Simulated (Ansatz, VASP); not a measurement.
# V in VASP and in Ansatz

Contents of INCAR:

```
SYSTEM = V
PREC     = Accurate       ! precision mode
ENCUT    = 520            ! plane-wave cutoff, eV
EDIFF    = 1E-6           ! SCF threshold, eV
ISMEAR   = -1             ! smearing method
SIGMA    = 0.1            ! smearing width, eV
LREAL    = .False.        ! projectors in reciprocal space
LASPH    = .True.         ! aspherical terms in the spheres
NELM     = 80             ! most SCF steps
ALGO     = Normal         ! electronic algorithm
ISIF     = 2              ! what is computed and relaxed
LWAVE    = .False.        ! write WAVECAR
LCHARG   = .False.        ! write CHGCAR
GGA      = PS             ! functional
NBANDS   = 12             ! bands
```

KPOINTS

```
regular mesh
0
Gamma
  15 15 15
  0 0 0
```

File POSCAR:

```
V
1.0
    2.4733678447      0.0000000000      0.0000000000
    0.0000000000      2.4733678447      0.0000000000
    0.0000000000      0.0000000000      2.4733678447
V
1
Direct
    0.0000000000      0.0000000000      0.0000000000
```

Input for Ansatz:

```yaml
crystal:
  lattice:
    - [2.4733678447, 0.0, 0.0]
    - [0.0, 2.4733678447, 0.0]
    - [0.0, 0.0, 2.4733678447]
  atoms:
    - { symbol: V, position: [0.0, 0.0, 0.0] }
hamiltonian:
  xc: pbesol
  pseudopotentials:
    kind: paw
    azcp:
      V: "pseudopotentials/V.paw.azcp"
basis:
  ecutwfc: 420
  fft_grid_basis: typed
kpoints:
  mp_grid: { grid: [15, 15, 15], shift: [0, 0, 0] }
magnetization:
  spin_polarized: false
scf:
  occupations: { method: fermi_dirac, width: 0.1 }
  lower_state_search: "off"
output:
  stress: true
```

Alike in both runs: task single point; functional PBEsol; k mesh 15 × 15 × 15; occupations fermi-dirac, width 0.1 eV; no spin polarisation.

```csv
,VASP,Ansatz
version,VASP 6.6.1,Ansatz 0.2.0
potentials or method,"VASP PAW PBE potentials, release 64 (V_sv)","plane waves (420 eV) with PAW, scalar-relativistic"
plane-wave cutoff (eV),520,420
valence electrons in the cell,13,13
```

```tsv
	VASP	Ansatz	Ansatz less VASP
pressure (GPa)	-9.1	-9.3	-0.19
```

Ansatz warned: «pseudo_functional_mismatch».

Caveats: the PAW data sets were made with another functional, which shifts forces and pressure a little (VASP).
